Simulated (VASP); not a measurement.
# Hf (P6_3/mmc) in VASP: notebook, part 2 of 2

VASP 6.6.1. The steps go on from the part before.

## 4. Elastic constants, PBE

This run uses another cell than the first one, of 22.43 Å³/atom, 1.042 times its volume.

POSCAR reads:

```
Hf
1.0
    3.2007220950      0.0000000000      0.0000000000
   -1.6003610475      2.7719066448      0.0000000000
    0.0000000000      0.0000000000      5.0570330316
  Hf
     2
Direct
     0.3333333332999970    0.6666666667000030    0.2500000000000000
     0.6666666667000030    0.3333333332999970    0.7500000000000000
```

INCAR.step1 reads:

```
SYSTEM = Hf
PREC     = Accurate       ! precision mode
ENCUT    = 600            ! plane-wave cutoff, eV
EDIFF    = 1E-8           ! SCF threshold, eV
ISMEAR   = 1              ! smearing method
SIGMA    = 0.2            ! smearing width, eV
LREAL    = .FALSE.        ! projectors in reciprocal space
LASPH    = .TRUE.         ! aspherical terms in the spheres
NELM     = 80             ! most SCF steps
ALGO     = Normal         ! electronic algorithm
ISIF     = 3              ! what is computed and relaxed
LWAVE    = .FALSE.        ! write WAVECAR
LCHARG   = .FALSE.        ! write CHGCAR
GGA      = PE             ! functional
KPAR     = 2            
IBRION   = 2              ! ionic algorithm
NSW      = 40             ! ionic steps
EDIFFG   = -0.002         ! ionic threshold
```

INCAR.step2 reads:

```
SYSTEM = Hf
PREC     = Accurate       ! precision mode
ENCUT    = 600            ! plane-wave cutoff, eV
EDIFF    = 1E-8           ! SCF threshold, eV
ISMEAR   = 1              ! smearing method
SIGMA    = 0.2            ! smearing width, eV
LREAL    = .FALSE.        ! projectors in reciprocal space
LASPH    = .TRUE.         ! aspherical terms in the spheres
NELM     = 80             ! most SCF steps
ALGO     = Normal         ! electronic algorithm
ISIF     = 3              ! what is computed and relaxed
LWAVE    = .FALSE.        ! write WAVECAR
LCHARG   = .FALSE.        ! write CHGCAR
GGA      = PE             ! functional
KPAR     = 2            
IBRION   = 6              ! ionic algorithm
NFREE    = 2            
POTIM    = 0.015          ! step
NSW      = 1              ! ionic steps
```

KPOINTS reads:

```
Automatic mesh
0
G
  24 24 14
  0 0 0
```

Potentials or basis: VASP PAW PBE potentials, release 64 (Hf_pv).

Launch:

```
$ cat potpaw_PBE.64/Hf_pv/POTCAR > POTCAR
$ cp INCAR.step1 INCAR
$ mpirun -np 2 vasp_std > vasp.out
$ cp CONTCAR POSCAR
$ cp INCAR.step2 INCAR
$ mpirun -np 2 vasp_std > vasp.out
```

OUTCAR:

```text
SYSTEM = Hf
   PREC = Accurate
   ENCUT = 600
   EDIFF = 1E-8
   ISMEAR = 1
   LREAL = .FALSE.
   LASPH = .TRUE.
   NELM = 80
   ISIF = 3
   GGA = PE
   IBRION = 6
   NFREE = 2
   POTIM = 0.015
   NSW = 1

 ion  position               nearest neighbor table
   1  0.333  0.667  0.250-   2 3.13   2 3.13   2 3.13   2 3.13   2 3.13   2 3.13
   2  0.667  0.333  0.750-   1 3.13   1 3.13   1 3.13   1 3.13   1 3.13   1 3.13
[... 884 lines left out ...]
     -0.000000  1.848409  1.264220     0.477694   -0.485460   -0.190097
      1.600769  0.924204  3.792661     0.477694   -0.485460   -0.190097

   6 f/i=    0.000000 THz     0.000000 2PiTHz    0.000001 cm-1     0.000000 meV
             X         Y         Z           dx          dy          dz
     -0.000000  1.848409  1.264220     0.016690   -0.243455    0.663665
      1.600769  0.924204  3.792661     0.016690   -0.243455    0.663665

--------------------------------------------------------------------------------------------------------

 ELASTIC MODULI CONTR FROM IONIC RELAXATION (kBar)
 Direction    XX          YY          ZZ          XY          YZ          ZX
 --------------------------------------------------------------------------------
 XX        -112.5477    112.5477     -0.0000     -0.0000      0.0000      0.0000
 YY         112.5477   -112.5477      0.0000      0.0000     -0.0000      0.0000
 ZZ          -0.0000      0.0000     -0.0000     -0.0000      0.0000      0.0000
 XY          -0.0000      0.0000     -0.0000   -112.5477      0.0000      0.0000
 YZ           0.0000     -0.0000      0.0000      0.0000     -0.0000      0.0000
 ZX           0.0000      0.0000      0.0000      0.0000      0.0000      0.0000
 --------------------------------------------------------------------------------

 TOTAL ELASTIC MODULI (kBar)
 Direction    XX          YY          ZZ          XY          YZ          ZX
 --------------------------------------------------------------------------------
 XX        1834.6346    701.1542    682.0272     -0.0000      0.0000      0.0000
 YY         701.1542   1834.6346    682.0272      0.0000     -0.0000      0.0000
 ZZ         682.0272    682.0272   1974.1304     -0.0000     -0.0000      0.0000
 XY          -0.0000      0.0000     -0.0000    566.7402      0.0000      0.0000
 YZ           0.0000     -0.0000     -0.0000     -0.0000    541.1836      0.0000
 ZX           0.0000      0.0000      0.0000     -0.0000      0.0000    541.1835
 --------------------------------------------------------------------------------
```

OSZICAR.step1:

```text
N       E                     dE             d eps       ncg     rms          rms(c)
DAV:   1     0.517510044717E+02    0.51751E+02   -0.12664E+04 13664   0.152E+03
[... 42 lines left out ...]
       N       E                     dE             d eps       ncg     rms          rms(c)
DAV:   1    -0.198498988373E+02   -0.19845E-05   -0.10453E-04 13820   0.851E-02    0.947E-03
DAV:   2    -0.198498976706E+02    0.11666E-05   -0.16961E-06 18218   0.104E-02    0.397E-03
DAV:   3    -0.198498973211E+02    0.34953E-06   -0.42756E-07 18200   0.469E-03    0.341E-03
DAV:   4    -0.198498972992E+02    0.21902E-07   -0.12384E-07 18980   0.258E-03    0.174E-03
DAV:   5    -0.198498973222E+02   -0.22989E-07   -0.70973E-09  8122   0.685E-04    0.178E-04
DAV:   6    -0.198498973196E+02    0.25702E-08   -0.85729E-10  7714   0.250E-04
   5 F= -.19849897E+02 E0= -.19851364E+02  d E =-.467756E-06
```

Wall time 55 min (2 MPI ranks of Intel Xeon Platinum 8559C (Emerald Rapids), shared host); peak memory 2.5 GiB.

What came out:

```
Voigt bulk modulus            : 109 GPa
Highest phonon frequency at Γ : 96 cm⁻¹
```

Phonon frequencies in cm⁻¹ (negative: imaginary):
```tsv
q point	frequencies
(0.000, 0.000, 0.000)	0 0 0 82 82 96
```

Elastic tensor in Voigt notation (GPa, in the Cartesian axes of the cell as first typed):
```
183  70  68   0   0   0
 70 183  68   0   0   0
 68  68 197   0   0   0
  0   0   0  54   0   0
  0   0   0   0  54   0
  0   0   0   0   0  57
```

Clamped-ion elastic tensor (GPa):
```
195  59  68   0   0   0
 59 195  68   0   0   0
 68  68 197   0   0   0
  0   0   0  54   0   0
  0   0   0   0  54   0
  0   0   0   0   0  68
```

## 5. Phonons, LDA

This run uses another cell than the first one, of 20.83 Å³/atom, 0.968 times its volume.

POSCAR reads:

```
Hf
1.0
    3.1191430856      0.0000000000      0.0000000000
   -1.5595715428      2.7012571502      0.0000000000
    0.0000000000      0.0000000000      4.9439653642
  Hf
     2
Direct
     0.3333333332999970    0.6666666667000030    0.2500000000000000
     0.6666666667000030    0.3333333332999970    0.7500000000000000
```

INCAR.step1 reads:

```
ALGO = Normal
EDIFF = 1E-8
EDIFFG = -0.002
ENCUT = 600
GGA = CA
IBRION = 2
ISIF = 3
ISMEAR = 1
KPAR = 2
LASPH = T
LCHARG = F
LREAL = F
LWAVE = F
NELM = 80
NSW = 40
PREC = Accurate
SIGMA = 0.2
```

INCAR.step2 reads:

```
ALGO = Normal
EDIFF = 1E-8
ENCUT = 600
GGA = CA
IBRION = 6
ISIF = 2
ISMEAR = 1
KPAR = 2
LASPH = T
LCHARG = F
LREAL = F
LWAVE = F
NELM = 80
NFREE = 2
NSW = 1
POTIM = 0.015
PREC = Accurate
SIGMA = 0.2
```

KPOINTS reads:

```
k-points
0
Gamma
  24 24 14
```

Potentials or basis: VASP PAW LDA potentials, release 64 (Hf_pv).

Launch:

```
$ cat potpaw_LDA.64/Hf_pv/POTCAR > POTCAR
$ cp INCAR.step1 INCAR
$ mpirun -np 2 vasp_std > vasp.out
$ cp CONTCAR POSCAR
$ cp INCAR.step2 INCAR
$ mpirun -np 2 vasp_std > vasp.out
```

OUTCAR:

```text
EDIFF = 1E-8
   ENCUT = 600
   GGA = CA
   IBRION = 6
   ISIF = 2
   ISMEAR = 1
   LASPH = T
   LREAL = F
   NELM = 80
   NFREE = 2
   NSW = 1
   POTIM = 0.015
   PREC = Accurate

 ion  position               nearest neighbor table
   1  0.333  0.667  0.250-   2 3.06   2 3.06   2 3.06   2 3.06   2 3.06   2 3.06
   2  0.667  0.333  0.750-   1 3.06   1 3.06   1 3.06   1 3.06   1 3.06   1 3.06

  LATTYP: Found a hexagonal cell.
 ALAT       =     3.1203882976
 C/A-ratio  =     1.5839573301

  Lattice vectors:

 A1 = (   3.1203882976,   0.0000000000,   0.0000000000)
 A2 = (  -1.5601941488,   2.7023355354,   0.0000000000)
 A3 = (   0.0000000000,   0.0000000000,   4.9425619167)

Analysis of symmetry for initial positions (statically):
=====================================================================
 Subroutine PRICEL returns:
 Original cell was already a primitive cell.

 Routine SETGRP: Setting up the symmetry group for a
 hexagonal supercell.

 Subroutine GETGRP returns: Found 24 space group operations
 (whereof 12 operations were pure point group operations)
 out of a pool of 24 trial point group operations.

The static configuration has the point symmetry D_3d.
 The point group associated with its full space group is D_6h.

Analysis of symmetry for dynamics (positions and initial velocities):
=====================================================================
 Subroutine PRICEL returns:
 Original cell was already a primitive cell.

 Routine SETGRP: Setting up the symmetry group for a
 hexagonal supercell.

[... 714 lines left out ...]
      4     -24.8866      2.00000
      5     -24.7756      2.00000
      6     -24.6140      2.00000
      7       1.8697      2.00000
      8       2.3368      2.00000
      9       2.8523      2.00000
     10       4.7057      2.00011
     11       5.9789     -0.00004
     12       6.2497     -0.00000
     13       7.0789     -0.00000
     14      11.5397      0.00000

 [... further k-points ...]

------------------------ aborting loop because EDIFF is reached ----------------------------------------

  FORCE on cell =-STRESS in cart. coord.  units (eV):
  Direction    XX          YY          ZZ          XY          YZ          ZX
  --------------------------------------------------------------------------------------
  -------------------------------------------------------------------------------------
  Total        0.0011884      0.0011884      0.0050416      0.0000000      0.0000000      0.0000000
  in kB        0.0456845      0.0456845      0.1938131      0.0000000      0.0000000      0.0000000
  external PRESSURE =       0.0950607 kB  Pullay stress =       0.0000000 kB
[... 17 lines left out ...]
  FREE ENERGIE OF THE ION-ELECTRON SYSTEM (eV)
  ---------------------------------------------------
  free  energy   TOTEN  =       -21.3890286201 eV

  energy  without entropy=      -21.3929797867  energy(sigma->0) =      -21.39034568

 INTERNAL STRAIN TENSORS FROM DISPLACED ATOMS
 ============================================

 INTERNAL STRAIN TENSOR FOR ION    1 for displacements in x,y,z  (eV/Angst):
          X           Y           Z          XY          YZ          ZX
  --------------------------------------------------------------------------------
  x     0.00000     0.00000     0.00000    -2.21598     0.00000     0.00000
  y    -2.21598     2.21598     0.00000     0.00000     0.00000     0.00000
  z     0.00000    -0.00000    -0.00000     0.00000     0.00000     0.00000

 INTERNAL STRAIN TENSOR FOR ION    2 for displacements in x,y,z  (eV/Angst):
          X           Y           Z          XY          YZ          ZX
  --------------------------------------------------------------------------------
  x     0.00000     0.00000     0.00000     2.21598     0.00000     0.00000
  y     2.21598    -2.21598    -0.00000     0.00000     0.00000     0.00000
  z    -0.00000     0.00000     0.00000     0.00000    -0.00000     0.00000

 Eigenvectors and eigenvalues of the dynamical matrix
 ----------------------------------------------------

   1 f  =    3.335344 THz    20.956582 2PiTHz  111.255085 cm-1    13.793866 meV
             X         Y         Z           dx          dy          dz
     -0.000000  1.801557  1.235640     0.000000   -0.000000    0.707107
      1.560194  0.900779  3.706921     0.000000    0.000000   -0.707107
[... 11 lines left out ...]
   4 f  =    0.000000 THz     0.000000 2PiTHz    0.000001 cm-1     0.000000 meV
             X         Y         Z           dx          dy          dz
     -0.000000  1.801557  1.235640     0.682041    0.183853    0.031898
      1.560194  0.900779  3.706921     0.682041    0.183853    0.031898

   5 f/i=    0.000000 THz     0.000000 2PiTHz    0.000000 cm-1     0.000000 meV
             X         Y         Z           dx          dy          dz
     -0.000000  1.801557  1.235640    -0.183202    0.636801    0.246823
      1.560194  0.900779  3.706921    -0.183202    0.636801    0.246823

   6 f/i=    0.000000 THz     0.000000 2PiTHz    0.000001 cm-1     0.000000 meV
             X         Y         Z           dx          dy          dz
     -0.000000  1.801557  1.235640    -0.035449    0.246338   -0.661862
      1.560194  0.900779  3.706921    -0.035449    0.246338   -0.661862

 ELASTIC MODULI CONTR FROM IONIC RELAXATION (kBar)
 Direction    XX          YY          ZZ          XY          YZ          ZX
 --------------------------------------------------------------------------------
 XX        -105.8253    105.8253      0.0000      0.0000     -0.0000      0.0000
 YY         105.8253   -105.8253     -0.0000     -0.0000      0.0000      0.0000
 ZZ           0.0000     -0.0000     -0.0000     -0.0000      0.0000      0.0000
 XY           0.0000     -0.0000     -0.0000   -105.8253     -0.0000      0.0000
 YZ          -0.0000      0.0000      0.0000     -0.0000     -0.0000      0.0000
 ZX           0.0000      0.0000      0.0000      0.0000      0.0000      0.0000
 --------------------------------------------------------------------------------
```

OSZICAR.step1:

```text
N       E                     dE             d eps       ncg     rms          rms(c)
DAV:   1     0.503884745346E+02    0.50388E+02   -0.12684E+04 13672   0.153E+03
[... 30 lines left out ...]
       N       E                     dE             d eps       ncg     rms          rms(c)
DAV:   1    -0.213894903847E+02   -0.12335E-04   -0.63409E-04 13790   0.209E-01    0.248E-02
DAV:   2    -0.213894826293E+02    0.77554E-05   -0.11576E-05 17936   0.269E-02    0.107E-02
DAV:   3    -0.213894802698E+02    0.23596E-05   -0.29172E-06 17850   0.122E-02    0.915E-03
DAV:   4    -0.213894799274E+02    0.34239E-06   -0.69953E-07 18730   0.612E-03    0.525E-03
DAV:   5    -0.213894799113E+02    0.16074E-07   -0.52515E-08 17244   0.173E-03    0.575E-04
DAV:   6    -0.213894799118E+02   -0.51523E-09   -0.14978E-09  8128   0.329E-04
   4 F= -.21389480E+02 E0= -.21390773E+02  d E =-.186170E-05
```

Wall time 12 min (2 MPI ranks of Intel Xeon 6975P-C (Granite Rapids), shared host); peak memory 2.2 GiB.

Results:

```
Relaxed volume                         : 20.84 Å³/atom
Relaxed cell                           : a = 3.120 Å, b = 3.120 Å, c = 4.943 Å, α = 90.00°, β = 90.00°, γ = 120.00°
Space group after relaxing (to 0.05 Å) : P6_3/mmc (No. 194)
Highest phonon frequency at Γ          : 111 cm⁻¹
```

Final structure:
```xyz
2
Lattice="3.1204 0.0000 0.0000 -1.5602 2.7023 0.0000 0.0000 0.0000 4.9426" Properties=species:S:1:pos:R:3 pbc="T T T"
Hf    0.0000    1.8016    1.2356
Hf    1.5602    0.9008    3.7069
```

Phonon frequencies in cm⁻¹ (negative: imaginary):
| q point | frequencies |
| --- | --- |
| (0.000, 0.000, 0.000) | 0 0 0 74 74 111 |
